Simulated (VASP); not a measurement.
# Al2O3 (Corundum) (R-3c) in VASP: a series of runs

Aim: see how the results for Al2O3 (Corundum) move with the level of theory and the settings. Levels: LDA, r2SCAN. Tasks: dielectric tensor, equation of state.

Everything below comes from runs of VASP 6.6.1. Logs are shortened: lines on timing, memory, paths and dates and some standing lists are left out, and cuts for length are marked.

## Step 1: The crystal as given

Symmetry: R-3c, No. 167, trigonal system. Conventional cell: a = 4.760 Å, b = 4.760 Å, c = 12.996 Å, α = 90.00°, β = 90.00°, γ = 120.00°. Around Al (site symmetry 3) lie 6 O at 1.85 to 1.97 Å. O (site symmetry 2) has 4 Al at 1.85 to 1.97 Å as nearest neighbours.

## Step 2: Dielectric tensor, LDA

Contents of INCAR:

```
SYSTEM = Al2O3
ALGO = Normal
EDIFF = 1E-8
ENCUT = 500
GGA = CA
ISIF = 2
ISMEAR = 0
LASPH = .TRUE.
LCHARG = .FALSE.
LEPSILON = .TRUE.
LREAL = .FALSE.
LWAVE = .FALSE.
NELM = 100
PREC = Accurate
SIGMA = 0.01
```

Contents of KPOINTS:

```
k-points
0
G
  5 5 5
  0 0 0
```

Contents of POSCAR:

```
Al2O3
1.0
    2.3802500000      1.3742379782      4.3318666667
   -2.3802500000      1.3742379782      4.3318666667
    0.0000000000     -2.7484759565      4.3318666667
Al O
4 6
Direct
    0.8521600000      0.8521600000      0.8521600000
    0.6478400000      0.6478400000      0.6478400000
    0.1478400000      0.1478400000      0.1478400000
    0.3521600000      0.3521600000      0.3521600000
    0.0566800000      0.7500000000      0.4433200000
    0.7500000000      0.4433200000      0.0566800000
    0.4433200000      0.0566800000      0.7500000000
    0.9433200000      0.2500000000      0.5566800000
    0.2500000000      0.5566800000      0.9433200000
    0.5566800000      0.9433200000      0.2500000000
```

Potentials or basis: VASP PAW LDA potentials, release 64 (Al, O).

Launch:

```sh
cat potpaw_LDA.64/Al/POTCAR potpaw_LDA.64/O/POTCAR > POTCAR
mpirun -np 1 vasp_std > vasp.out
```

OUTCAR:

```text
SYSTEM = Al2O3
   EDIFF = 1E-8
   ENCUT = 500
   GGA = CA
   ISIF = 2
   ISMEAR = 0
   LASPH = .TRUE.
   LEPSILON = .TRUE.
   LREAL = .FALSE.
   NELM = 100
   PREC = Accurate

 Found     19 irreducible k-points:

 Following reciprocal coordinates:
            Coordinates               Weight
  0.000000  0.000000  0.000000      1.000000
  0.200000 -0.000000  0.000000      6.000000
  0.400000 -0.000000 -0.000000      6.000000
  0.200000  0.200000  0.000000      6.000000
  0.400000  0.200000 -0.000000     12.000000
 -0.400000  0.200000  0.000000     12.000000
   k-points           NKPTS =     19   k-points in BZ     NKDIM =     19   number of bands    NBANDS=     30
   number of dos      NEDOS =    301   number of ions     NIONS =     10
   total plane-waves  NPLWV =  64000
   dimension x,y,z NGX =    40 NGY =   40 NGZ =   40
   dimension x,y,z NGXF=    80 NGYF=   80 NGZF=   80
   ions per type =               4   6
   NGX,Y,Z   is equivalent  to a cutoff of  12.96, 12.96, 12.96 a.u.
   NGXF,Y,Z  is equivalent  to a cutoff of  25.92, 25.92, 25.92 a.u.
 SYSTEM =  Al2O3
   PREC   = accura    normal or accurate (medium, high low for compatibility)
   ISTART =      0    job   : 0-new  1-cont  2-samecut
   ICHARG =      2    charge: 1-file 2-atom 10-const
   ISPIN  =      1    spin polarized calculation?
   LNONCOLLINEAR =      F non collinear calculations
   LSORBIT =      F    spin-orbit coupling
   LASPH  =      T    aspherical Exc in radial PAW
   ENCUT  =  500.0 eV  36.75 Ry    6.06 a.u.   9.35  9.35  9.35*2*pi/ulx,y,z
   NELM   =    100;   NELMIN=  2; NELMDL= -5     # of ELM steps
   EDIFF  = 0.1E-07   stopping-criterion for ELM
   LREAL  =      F    real-space projection
   EDIFFG = 0.1E-06   stopping-criterion for IOM
   NSW    =      0    number of steps for IOM
   IBRION =     -1    ionic relax: 0-MD 1-quasi-New 2-CG
   NFREE  =      0    steps in history (QN), initial steepest desc. (CG)
   ISIF   =      2    stress and relaxation
   ISYM   =      2    0-nonsym 1-usesym 2-fastsym
   POTIM  = 0.5000    time-step for ionic-motion
   TEBEG  =    0.0;   TEEND  =   0.0 temperature during run
   PSTRESS=    0.0 pullay stress
   NELECT =      48.0000    total number of electrons
   NUPDOWN=      -1.0000    fix difference up-down
   EMIN   =  10.00;   EMAX   =-10.00  energy-range for DOS
   EFERMI =   0.00;   METHOD = LEGACY
   ISMEAR =     0;   SIGMA  =   0.01  broadening in eV -4-tet -1-fermi 0-gaus
   EFERMI_NEDOS =   21; number of points for ismear=-14 and -15
   IALGO  =     38    algorithm
   IMIX   =      4    mixing-type and parameters
     AMIX     =   0.40;   BMIX     =  1.00
     AMIX_MAG =   1.60;   BMIX_MAG =  1.00
  volume/ion in A,a.u.               =       8.50        57.37
  Fermi-wavevector in a.u.,A,eV,Ry     =   1.353064  2.556920 24.909299  1.830782
  Thomas-Fermi vector in A             =   2.480350
   LORBIT       =      0    0 simple, 1 ext, 2 COOP (PROOUT), +10 PAW based schemes
   GGA     = CA    functional components
   LHFCALC =     F    Hartree Fock is set to
   AEXX    =    0.0000 exact exchange contribution
   IVDW    =     0    specifies the selected vdW correction
   LEPSILON=     T    determine dielectric tensor
   LRPA    =     F    only Hartree local field effects (RPA)
 non-spin polarized calculation
 Gauss-broadening in eV      SIGMA  =   0.01
  energy-cutoff  :      500.00
  volume of cell :       85.02
 maximum number of plane-waves:      2172
 NGX is ok and might be reduce to    40
   NGX = 19   NGY = 19   NGZ = 19

--------------------------------------- Ionic step        1  -------------------------------------------

 number of electron      48.0000013 magnetization

 E-fermi :   5.9036     XC(G=0): -12.1650

 val. band max:        5.8300019786   @ k =   0.0000   0.0000   0.0000
 cond. band min:      11.9966115520   @ k =   0.0000   0.0000   0.0000
 fundamental gap:      6.1666095733
 Fermi energy:         5.9036234559

 k-point     1 :       0.0000    0.0000    0.0000
  band No.  band energies     occupation
      1     -13.1914      2.00000
      2     -10.7616      2.00000
      3     -10.4674      2.00000
      4     -10.4674      2.00000
      5     -10.1413      2.00000
      6     -10.1413      2.00000
[... 22 lines left out ...]
     29      17.1579      0.00000
     30      17.2765      0.00000

 k-point     2 :       0.2000   -0.0000    0.0000
  band No.  band energies     occupation
      1     -12.9798      2.00000
      2     -10.9007      2.00000
      3     -10.5647      2.00000
      4     -10.5075      2.00000
      5     -10.2403      2.00000
      6     -10.1586      2.00000
[... 22 lines left out ...]
     29      16.7841      0.00000
     30      16.9797      0.00000

 k-point     3 :       0.4000   -0.0000   -0.0000
  band No.  band energies     occupation
      1     -12.3922      2.00000
      2     -11.5886      2.00000
      3     -10.5240      2.00000
      4     -10.4481      2.00000
[... 64 lines left out ...]
      0.00000     -0.00000      8.41907         0.000000     -0.000000      0.057490
      0.00000     -0.00000      1.92127         0.000000     -0.000000      0.057490
      0.00000     -0.00000      4.57653         0.000000      0.000000     -0.057490
     -1.65027     -0.10988      5.41483        -0.061911     -0.107233      0.000000
      0.72998      1.48412      5.41483        -0.061911      0.107233      0.000000
      0.92030     -1.37424      5.41483         0.123822     -0.000000      0.000000
      1.65027      0.10988      7.58077         0.061911      0.107233      0.000000
     -0.72998     -1.48412      7.58077         0.061911     -0.107233      0.000000
     -0.92030      1.37424      7.58077        -0.123822     -0.000000      0.000000
 -----------------------------------------------------------------------------------
    total drift:                               -0.000000      0.000000     -0.000000

  FREE ENERGIE OF THE ION-ELECTRON SYSTEM (eV)
  ---------------------------------------------------
  free  energy   TOTEN  =       -83.0843442576 eV

  energy  without entropy=      -83.0843442576  energy(sigma->0) =      -83.08434426

 HEAD OF MICROSCOPIC STATIC DIELECTRIC TENSOR (INDEPENDENT PARTICLE, excluding Hartree and local field effects)
 ------------------------------------------------------
           3.377924     0.000000     0.000000
           0.000000     3.377924    -0.000000
           0.000000    -0.000000     3.334641
 ------------------------------------------------------

 Free energy of the ion-electron system (eV)
  ---------------------------------------------------
  ---------------------------------------------------
  free energy    TOTEN  =        -0.56296814 eV

  energy without entropy =       -0.56296814

------------------------ aborting loop because EDIFF is reached ----------------------------------------

--------------------------------------- Ionic step        2  -------------------------------------------

------------------------ aborting loop because EDIFF is reached ----------------------------------------

--------------------------------------- Ionic step        3  -------------------------------------------

 Free energy of the ion-electron system (eV)
  ---------------------------------------------------
  ---------------------------------------------------
  free energy    TOTEN  =        -0.55405892 eV

  energy without entropy =       -0.55405892

------------------------ aborting loop because EDIFF is reached ----------------------------------------

 PIEZOELECTRIC TENSOR FIELD DIRECTION 3  (e Angst)
 -----------------------------------------------------------------------------
    -0.00023  0.00000 -0.00000           ( -0.00002  0.00000  0.00000)
     0.00000 -0.00023 -0.00000           (  0.00000 -0.00002  0.00000)
     0.00000  0.00000  0.00007           (  0.00000  0.00000 -0.00004)

 PIEZOELECTRIC TENSOR FIELD DIRECTION 3  (C/m^2)
 -----------------------------------------------------------------------------
    -0.00004  0.00000 -0.00000
     0.00000 -0.00004 -0.00000
     0.00000  0.00000  0.00001

 MACROSCOPIC STATIC DIELECTRIC TENSOR (including local field effects in DFT)
 ------------------------------------------------------
           3.253308    -0.000000    -0.000000
           0.000000     3.253308    -0.000000
           0.000000    -0.000000     3.218699
 ------------------------------------------------------

 PIEZOELECTRIC TENSOR (including local field effects)  for field in x, y, z        (e  Angst)
          XX          YY          ZZ          XY          YZ          ZX
  --------------------------------------------------------------------------------
  x     0.00000     0.00000     0.00000     0.00000     0.00000     0.00000
  y     0.00000     0.00000     0.00000     0.00000     0.00000     0.00000
  z     0.00000     0.00000     0.00000     0.00000     0.00000     0.00000

 PIEZOELECTRIC TENSOR (including local field effects)  for field in x, y, z        (C/m^2)
          XX          YY          ZZ          XY          YZ          ZX
  --------------------------------------------------------------------------------
  x     0.00000     0.00000     0.00000     0.00000     0.00000     0.00000
  y     0.00000     0.00000     0.00000     0.00000     0.00000     0.00000
  z     0.00000     0.00000     0.00000     0.00000     0.00000     0.00000

 BORN EFFECTIVE CHARGES (including local field effects) (in |e|, cummulative output)
 ---------------------------------------------------------------------------------
 ion    1
    1     2.95323     0.03028    -0.00000
    2    -0.03028     2.95323    -0.00000
    3     0.00000    -0.00000     2.92439
 ion    2
    1     2.95323    -0.03028     0.00000
    2     0.03028     2.95323    -0.00000
    3     0.00000    -0.00000     2.92439
 ion    3
    1     2.95323     0.03028     0.00000
    2    -0.03028     2.95323    -0.00000
    3     0.00000    -0.00000     2.92439
 ion    4
    1     2.95323    -0.03028     0.00000
    2     0.03028     2.95323    -0.00000
    3     0.00000    -0.00000     2.92439
 ion    5
    1    -1.92001    -0.08454     0.21749
    2    -0.08454    -2.01763    -0.12557
    3     0.29935    -0.17283    -1.94960
 ion    6
    1    -1.92001     0.08454    -0.21749
    2     0.08454    -2.01763    -0.12557
    3    -0.29935    -0.17283    -1.94960
 ion    7
    1    -2.06643     0.00000     0.00000
    2     0.00000    -1.87120     0.25114
    3     0.00000     0.34566    -1.94960
 ion    8
    1    -1.92001    -0.08454     0.21749
    2    -0.08454    -2.01763    -0.12557
    3     0.29935    -0.17283    -1.94960
 ion    9
    1    -1.92001     0.08454    -0.21749
    2     0.08454    -2.01763    -0.12557
    3    -0.29935    -0.17283    -1.94960
 ion   10
    1    -2.06643     0.00000     0.00000
    2     0.00000    -1.87120     0.25114
    3     0.00000     0.34566    -1.94960
```

Wall time 15 min (1 thread of Intel Xeon Platinum 8375C at 2.90GHz (Ice Lake), shared host); peak memory 0.37 GiB.

These settings aren't checked as converged: the numbers below hold their error.

What came out:

```
Band gap on the k mesh                  : 6.17 eV, direct
Electronic dielectric tensor (diagonal) : 3.25, 3.25, 3.22
Born charges (mean of the diagonal)     : Al +2.94; O -1.96 e
```

## Step 3: Equation of state, r2SCAN, 8.13 Å³/atom (a relaxed cell with its volume scaled by 0.96)

Contents of INCAR:

```
PREC = Accurate
ENCUT = 520
EDIFF = 1E-7
ISMEAR = 0
SIGMA = 0.02
LREAL = F
LASPH = T
NELM = 100
ALGO = Normal
ISIF = 2
LWAVE = F
LCHARG = F
METAGGA = R2SCAN
LMIXTAU = T
KPAR = 4
```

Contents of KPOINTS:

```
regular mesh
0
Gamma
  6 6 6
```

Contents of POSCAR:

```
Al2O3                                   
1.0
    2.3449754396      1.3538722012      4.2678322800
   -2.3449754396      1.3538722012      4.2678322800
    0.0000000000     -2.7077444026      4.2678322800
  Al              O             
     4     6
Direct
     0.8518406379509600    0.8518406379509600    0.8518406379509601
     0.6481593620490400    0.6481593620490400    0.6481593620490399
     0.1481593620490400    0.1481593620490400    0.1481593620490400
     0.3518406379509600    0.3518406379509600    0.3518406379509600
     0.0562577785884245    0.7500000000000000    0.4437422214115756
     0.7500000000000000    0.4437422214115756    0.0562577785884245
     0.4437422214115756    0.0562577785884245    0.7500000000000000
     0.9437422214115754    0.2500000000000000    0.5562577785884246
     0.2500000000000000    0.5562577785884246    0.9437422214115754
     0.5562577785884246    0.9437422214115754    0.2500000000000000
```

Potentials or basis: VASP PAW PBE potentials, release 64 (Al, O).

Launch:

```sh
cat potpaw_PBE.64/Al/POTCAR potpaw_PBE.64/O/POTCAR > POTCAR
mpirun -np 4 vasp_std > vasp.out
```

It took 74 s on 4 MPI ranks of Intel Xeon 6975P-C (Granite Rapids), shared host; peak memory 0.28 GiB.

The run converged. Its results:

```
Free energy            : -96.1384 eV
Pressure               : 11.9 GPa
Largest force          : 0.059 eV/Å
Band gap on the k mesh : 7.74 eV, direct
```

Caveat: the PAW data sets were made with another functional, which shifts forces and pressure a little.

## Step 4: Equation of state, r2SCAN, 8.30 Å³/atom (a relaxed cell with its volume scaled by 0.98)

INCAR is that of step 3.

KPOINTS is that of step 3.

Edit POSCAR of step 3 so:

```diff
@@ -2,5 +2,5 @@
 1.0
-    2.3449754396      1.3538722012      4.2678322800
-   -2.3449754396      1.3538722012      4.2678322800
-    0.0000000000     -2.7077444026      4.2678322800
+    2.3611481950      1.3632095460      4.2972665362
+   -2.3611481950      1.3632095460      4.2972665362
+    0.0000000000     -2.7264190920      4.2972665362
   Al              O
```

Launch:

```sh
cat potpaw_PBE.64/Al/POTCAR potpaw_PBE.64/O/POTCAR > POTCAR
mpirun -np 4 vasp_std > vasp.out
```

Wall time 76 s (4 MPI ranks of Intel Xeon 6975P-C (Granite Rapids), shared host); peak memory 0.27 GiB.

The run converged. Its results:

```yaml
Free_energy: -96.2347 eV
Pressure: 5.8 GPa
Largest_force: 0.031 eV/Å
Band_gap_on_the_k_mesh: 7.46 eV, direct
```

Caveat: the PAW data sets were made with another functional, which shifts forces and pressure a little.

## Step 5: Equation of state, r2SCAN, 8.47 Å³/atom

INCAR is that of step 4.

KPOINTS is that of step 4.

Edit POSCAR of step 4 so:

```diff
@@ -2,5 +2,5 @@
 1.0
-    2.3611481950      1.3632095460      4.2972665362
-   -2.3611481950      1.3632095460      4.2972665362
-    0.0000000000     -2.7264190920      4.2972665362
+    2.3771023830      1.3724207007      4.3263030017
+   -2.3771023830      1.3724207007      4.3263030017
+    0.0000000000     -2.7448414015      4.3263030017
   Al              O
```

Launch:

```sh
cat potpaw_PBE.64/Al/POTCAR potpaw_PBE.64/O/POTCAR > POTCAR
mpirun -np 4 vasp_std > vasp.out
```

Wall time 62 s (4 MPI ranks of Intel Xeon 6975P-C (Granite Rapids), shared host); peak memory 0.28 GiB.

It converged, with:

* Free energy: -96.2694 eV
* Pressure: 0.3 GPa
* Largest force: 0.006 eV/Å
* Band gap on the k mesh: 7.20 eV, direct

Caveat: the PAW data sets were made with another functional, which shifts forces and pressure a little.

## Step 6: Equation of state, r2SCAN, 8.64 Å³/atom (a relaxed cell with its volume scaled by 1.02)

INCAR is that of step 5.

KPOINTS is that of step 5.

Edit POSCAR of step 5 so:

```diff
@@ -2,5 +2,5 @@
 1.0
-    2.3771023830      1.3724207007      4.3263030017
-   -2.3771023830      1.3724207007      4.3263030017
-    0.0000000000     -2.7448414015      4.3263030017
+    2.3928452417      1.3815098444      4.3549548500
+   -2.3928452417      1.3815098444      4.3549548500
+    0.0000000000     -2.7630196889      4.3549548500
   Al              O
```

Potentials or basis: VASP PAW PBE potentials, release 64 (Al, O).

Launch:

```sh
cat potpaw_PBE.64/Al/POTCAR potpaw_PBE.64/O/POTCAR > POTCAR
mpirun -np 4 vasp_std > vasp.out
```

Run time: 68 s. Hardware: 4 MPI ranks of Intel Xeon 6975P-C (Granite Rapids), shared host; peak memory 0.28 GiB.

The run converged. Its results:

* Free energy: -96.2487 eV
* Pressure: -4.6 GPa
* Largest force: 0.019 eV/Å
* Band gap on the k mesh: 6.94 eV, direct

Caveat: the PAW data sets were made with another functional, which shifts forces and pressure a little.

## Step 7: Equation of state, r2SCAN, 8.81 Å³/atom (a relaxed cell with its volume scaled by 1.04)

INCAR is that of step 6.

KPOINTS is that of step 6.

Edit POSCAR of step 6 so:

```diff
@@ -2,5 +2,5 @@
 1.0
-    2.3928452417      1.3815098444      4.3549548500
-   -2.3928452417      1.3815098444      4.3549548500
-    0.0000000000     -2.7630196889      4.3549548500
+    2.4083836332      1.3904809389      4.3832345700
+   -2.4083836332      1.3904809389      4.3832345700
+    0.0000000000     -2.7809618779      4.3832345700
   Al              O
```

Launch:

```sh
cat potpaw_PBE.64/Al/POTCAR potpaw_PBE.64/O/POTCAR > POTCAR
mpirun -np 4 vasp_std > vasp.out
```

Wall time 66 s (4 MPI ranks of Intel Xeon 6975P-C (Granite Rapids), shared host); peak memory 0.28 GiB.

Results (log left out):

```
Free energy            : -96.1777 eV
Pressure               : -9.2 GPa
Largest force          : 0.041 eV/Å
Band gap on the k mesh : 6.69 eV, direct
```

Caveat: the PAW data sets were made with another functional, which shifts forces and pressure a little.

## Step 8: Equation of state, r2SCAN

This run uses another cell than the first one, of 8.47 Å³/atom, 0.996 times its volume.

No new run: the results of the series are fitted here.

Results:

* Equilibrium volume: 8.49 Å³/atom
* Bulk modulus at fixed shape and positions: 260 GPa
* Pressure derivative of the bulk modulus: 4.1 (rough: it moves with the points fitted)

Energy against volume, from the lowest point:
| volume (Å³/atom) | energy (meV/atom) |
| --- | --- |
| 8.130 | 13.10 |
| 8.299 | 3.47 |
| 8.468 | 0.00 |
| 8.638 | 2.06 |
| 8.807 | 9.17 |

Caveat: the cell was scaled at fixed shape and fractional positions, which overstates the stiffness of a crystal with free parameters, most of all of layers and chains; the PAW data sets were made with another functional, which shifts forces and pressure a little.
